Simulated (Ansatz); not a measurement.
## PtSb: strain energy, fitted

PtSb, P6_3/mmc, a = 4.171 Å, c = 5.468 Å. The structure is a COD entry; whether it is the stable form wasn't checked. Ansatz: PBEsol, PAW, 420 eV, Γ-centred 12×12×10 mesh on 4 atoms, Gaussian smearing 0.10 eV; no spin polarisation. Series: uniaxial strain along c, with a, b and atoms relaxed; x is the strain in per cent. y is the free energy over the unstrained cell, V0 = 20.596 Å³/atom.

```
x (%) y (meV/atom)
 -4.5             ?
 -3.0         13.75
 -1.5          3.47
  0.0          0.00
  1.5          2.07
  3.0          8.39
  4.5         17.37
```

Task: Fit y = c2 x² + c3 x³ to the other rows, turn c2 into a modulus, and predict the missing energy.

Result: Least squares on the rows shown. y = 1.2518 x² − 0.089575 x³. In eV per unit strain² c2 is 12.52; this is Young's modulus along the axis (E = ½ Y V0 ε²): 2 × 12.52 × 160.2 / (20.596) = 195 GPa. The unstrained cell keeps some stress along the strain, worth a slope of -0.26 meV/atom per %, which the form leaves out. With a term in x⁴ added, the coefficient of x² becomes 1.175, 6 % less, which shows how far this figure hangs on the form. At x = -4.5 the fit asked for gives 33.51 meV/atom. The run gave 32.35 meV/atom, so the fit is 1.16 meV/atom too high, 3.6 % of the span of the series, against an rms of 0.34 meV/atom on the fitted rows. The row lies outside the fitted range. With a term in x⁴ added, a fit to the same known rows predicts 35.61 meV/atom, further off still.

Spin–orbit coupling is left out, which can shift energies with elements as heavy as these.